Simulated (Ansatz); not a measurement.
The system is Li.

```
Li
1.0
    -1.75465    1.75465    1.75465
     1.75465   -1.75465    1.75465
     1.75465    1.75465   -1.75465
Li
1
Direct
  0.00000 0.00000 0.00000
```

Program: Ansatz 0.2.0. Alike in all runs: no spin polarisation; cell as given. Hardware: 1 thread of Arm Neoverse V2, on a shared host.

Problem. Order these runs on this cell by their wall time, lowest first.
A. task density of states; level SVWN5; potentials or basis JTH PAW LDA; k mesh 11 × 11 × 11; cutoff (eV) 1200; smearing fermi-dirac 0.05 eV; mesh quality not flagged
B. task atomic charges; level r2SCAN0; potentials or basis Ansatz PAW earlier set; k mesh 8 × 8 × 8; cutoff (eV) 780; smearing fermi-dirac 0.01 eV; other keys scf.n_extra_bands = 2; scf.mixing.preconditioner = resta; mesh quality not flagged
C. task single point; level HSE03; potentials or basis PseudoDojo standard (PBE files); k mesh 7 × 7 × 7; cutoff (eV) 1007; smearing fermi-dirac 0.025 eV; mesh quality coarse

Solution. A (3.9 s), C (25 s), B (100 s).

Caveats: some runs use coarse meshes.

Runs at the PBE level aren't shown here.
